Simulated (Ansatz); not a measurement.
The system is Ge.

```
CELL_PARAMETERS angstrom
-2.57449 2.57449 1.39741
2.57449 -2.57449 1.39741
2.57449 2.57449 -1.39741
ATOMIC_POSITIONS crystal
Ge 0.50000 0.50000 0.00000
Ge 0.25000 0.75000 0.50000
```

This isn't the form of Ge at room conditions, which is diamond.

Base run:

* Program: Ansatz 0.2.0
* Functional: r2SCAN
* Potentials or basis: Ansatz PAW
* Cutoff: 500 eV (not typed: the program's choice for these potentials)
* k mesh: 11 × 11 × 11
* Occupations: fermi-dirac, width 0.05 eV
* Spin: no spin polarisation

Its results: band gap on the k mesh none (metal or under the smearing width); pressure 0.6 GPa.

Q: The run is repeated on the same cell with these changes: functional from r2SCAN to PBEsol; cutoff from 500 eV (not typed: the program's choice for these potentials) to 420 eV (not typed: the program's choice for these potentials); spin from no spin polarisation to spin-orbit coupling, no magnetisation; potential files from those of the base run to others of the same set. What comes out?

A: Band gap on the k mesh none (metal or under the smearing width); pressure -0.6 GPa.

Several settings changed at once, so the effect can't be laid on one alone.

Caveats: the PAW data sets come from PBE, with cores solved anew for the run's functional, which leaves a small shift of forces and pressure.
